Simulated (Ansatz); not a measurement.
A run of Ansatz 0.2.0 is set up as follows.

File input.yaml:

```yaml
crystal:
  lattice:
    - [4.5854715599, 0.0, 0.0]
    - [-2.29273578, 3.9711348592, 0.0]
    - [0.0, 0.0, 6.5797601]
  atoms:
    - { symbol: Mo, position: [0.5, 0.5, 0.8333333333] }
    - { symbol: Mo, position: [0.0, 0.5, 0.1666666667] }
    - { symbol: Mo, position: [0.5, 0.0, 0.5] }
    - { symbol: Si, position: [0.16387298, 0.32774596, 0.5] }
    - { symbol: Si, position: [0.67225404, 0.83612702, 0.1666666667] }
    - { symbol: Si, position: [0.83612702, 0.16387298, 0.8333333333] }
    - { symbol: Si, position: [0.83612702, 0.67225404, 0.5] }
    - { symbol: Si, position: [0.32774596, 0.16387298, 0.1666666667] }
    - { symbol: Si, position: [0.16387298, 0.83612702, 0.8333333333] }
hamiltonian:
  xc: pbe
  pseudopotentials: { kind: paw }
kpoints:
  mp_grid: { grid: [7, 7, 4] }
scf:
  occupations: { method: fermi_dirac, width: 0.05 }
output:
  forces: true
  stress: true
  eigenvalues: true
relax:
  f_tol: 0.01
  max_steps: 40
  cell: { stress_tol: 0.05 }
```

Potentials or basis: Ansatz PAW.

Command:

```sh
$ ansatz run input.yaml --threads 4 --pin off --max-ram 11264MiB --backend cpu --events-out ev --progress --plain --runs-dir out
```

Q: What does it give for the band gap on the k mesh?

A: 0.27 eV, indirect (least direct gap 0.61 eV).

Q: Estimate the space group after relaxing (to 0.05 Å).

A: P6_222 (No. 180).

Q: Predict the relaxed cell.

A: a = 4.613 Å, b = 4.613 Å, c = 6.609 Å, α = 90.00°, β = 90.00°, γ = 120.00°.

Final structure:
```
Mo Si
1.0
     4.61340    0.00000    0.00000
    -2.30670    3.99532    0.00000
     0.00000    0.00000    6.60856
Mo Si
3 6
Direct
  0.50000 0.50000 0.83333
  0.00000 0.50000 0.16667
  0.50000 0.00000 0.50000
  0.16398 0.32795 0.50000
  0.67205 0.83602 0.16667
  0.83602 0.16398 0.83333
  0.83602 0.67205 0.50000
  0.32795 0.16398 0.16667
  0.16398 0.83602 0.83333
```

Caveat: odd divisions of the mesh miss points on the zone boundary, where band edges often lie, so the gap on the mesh can be too wide; the plane-wave basis is chosen anew once the cell has moved, so the energies of steps on either side of that aren't comparable. A k mesh can miss the band edges.
